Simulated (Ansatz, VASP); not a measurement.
# Two plane-wave programs on GaN

```
Ga N
1.0
     3.24713    0.00000    0.00000
    -1.62356    2.81210    0.00000
     0.00000    0.00000    5.58501
Ga N
2 2
Direct
  0.33333 0.66667 0.95161
  0.66667 0.33333 0.45161
  0.33333 0.66667 0.42339
  0.66667 0.33333 0.92339
```

Alike in both runs: task single point; functional PBEsol; k mesh 12 × 12 × 6; occupations gaussian, width 0.02 eV; no spin polarisation.

|  | VASP | Ansatz |
| --- | --- | --- |
| version | VASP 6.6.1 | Ansatz 0.2.0 |
| potentials or method | VASP PAW PBE potentials, release 64 (Ga_d, N) | scalar-relativistic, plane waves, PAW |
| plane-wave cutoff (eV) | 520 | 420 |
| valence electrons in the cell | 36 | 36 |

```tsv
	VASP	Ansatz	Ansatz less VASP
gap on the k mesh at the Fermi level (eV)	1.35	1.34	-0.011
least direct gap on the mesh (eV)	1.41	1.40	-0.011
pressure (GPa)	-5.4	-5.1	+0.27
largest component of the traceless stress (GPa)	2.63	2.95	+0.324
rms of the force components (eV/Å)	0.258	0.262	+0.0044
```

Atom by atom the forces differ by 0.004 eV/Å (rms over components).

Caveats: the PAW data sets were made with another functional, which shifts forces and pressure a little (VASP). A k mesh can miss the band edges.
